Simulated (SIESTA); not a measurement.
## NbP in SIESTA: the effect of functional

Crystal: NbP.

```xyz
4
Lattice="-1.6749 1.6749 5.7401 1.6749 -1.6749 5.7401 1.6749 1.6749 -5.7401" Properties=species:S:1:pos:R:3 pbc="T T T"
Nb    1.6749    0.0000    2.8687
Nb    0.0000    0.0000    5.7387
P     0.0000    1.6749    3.8200
P     0.0000    0.0000    0.9500
```

The cell is a database's computed one.

Alike in all runs:

* Program: SIESTA 5.4.2
* Task: band structure
* Basis: DZP (energy shift 0.003 Ry; two zetas on semicore shells)
* Grid cutoff: 800 Ry
* Energy shift: 0.003 Ry
* k mesh: 11 × 11 × 11
* Occupations: fermi-dirac, width 0.05 eV
* Spin: no spin polarisation

```csv
functional,potentials or basis,pressure (GPa),largest force (eV/Å)
AM05,PseudoDojo 0.4 standard (PBEsol files),-5.7,0.03
BLYP,PseudoDojo 0.4 standard (PBE files),9.7,0.01
vdW-DF-cx,PseudoDojo 0.4 standard (PBE files),?,?
```

Q: What does the run with functional vdW-DF-cx give?

A: Pressure -2.4 GPa; largest force 0.03 eV/Å.

Caveats: the potentials were made for another functional, which shifts forces and pressure; the basis of atomic orbitals isn't converged, which shifts pressures, moduli and gaps.
